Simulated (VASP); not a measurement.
A run of VASP 6.6.1:

The input INCAR:

```
SYSTEM = AlN
  PREC = Accurate
  ENCUT = 600
  EDIFF = 1E-8
  ISMEAR = 0
  SIGMA = 0.02
  LREAL = .False.
  LASPH = .True.
  NELM = 100
  ALGO = Normal
  ISIF = 2
  LWAVE = .False.
  LCHARG = .False.
  GGA = RP
  LEPSILON = .True.
  IBRION = 8
  NSW = 1
```

Contents of KPOINTS:

```
regular mesh
0
Gamma
  10 10 10
  0 0 0
```

POSCAR

```
AlN
1.0
    0.0000000000      2.0455400000      2.0455400000
    2.0455400000      0.0000000000      2.0455400000
    2.0455400000      2.0455400000      0.0000000000
Al N
1 1
Direct
    0.5000000000      0.5000000000      0.5000000000
    0.0000000000      0.0000000000      0.0000000000
```

Potentials or basis: VASP PAW PBE potentials, release 64 (Al, N).

The run is started by

```sh
$ cat potpaw_PBE.64/Al/POTCAR potpaw_PBE.64/N/POTCAR > POTCAR
$ mpirun -np 1 vasp_std > vasp.out
```

Hardware: 1 thread of Intel(R) Xeon(R) Platinum 8488C (Sapphire Rapids), on a shared host.

Problem. Estimate the wall time of this run.

Solution. It took 91 s on 1 thread of Intel(R) Xeon(R) Platinum 8488C (Sapphire Rapids), with other jobs on the host, peak memory 0.17 GiB. Counts: scf iterations 108, k points 47.
